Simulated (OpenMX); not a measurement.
## Ca in OpenMX: the effect of biaxial strain

Ca:

```
CELL_PARAMETERS angstrom
0.00000 2.68243 2.79420
2.68243 0.00000 2.79420
2.68243 2.68243 0.00000
ATOMIC_POSITIONS crystal
Ca 0.00000 0.00000 0.00000
```

Alike in all runs:

- Program: OpenMX 3.8.5
- Task: single point
- Functional: PBE
- Potentials or basis: OpenMX 2013 PBE set, Ca9.0-s3p2d1, grid cutoff 300 Ry
- k mesh: 7 × 7 × 7
- Occupations: fermi-dirac, width 0.05 eV
- Spin: no spin polarisation

Problem. One run gave: pressure -0.3 GPa. Which biaxial strain did it use?
A. -4 %
B. 2 %
C. 4 %
D. -2 %
E. 0 %

Solution. E.

```csv
biaxial strain,pressure (GPa)
-4 %,1.3
-2 %,0.5
0 %,-0.3
2 %,-0.9
4 %,-1.5
```

Caveats: the basis of atomic orbitals isn't converged, which shifts pressures, moduli and gaps.
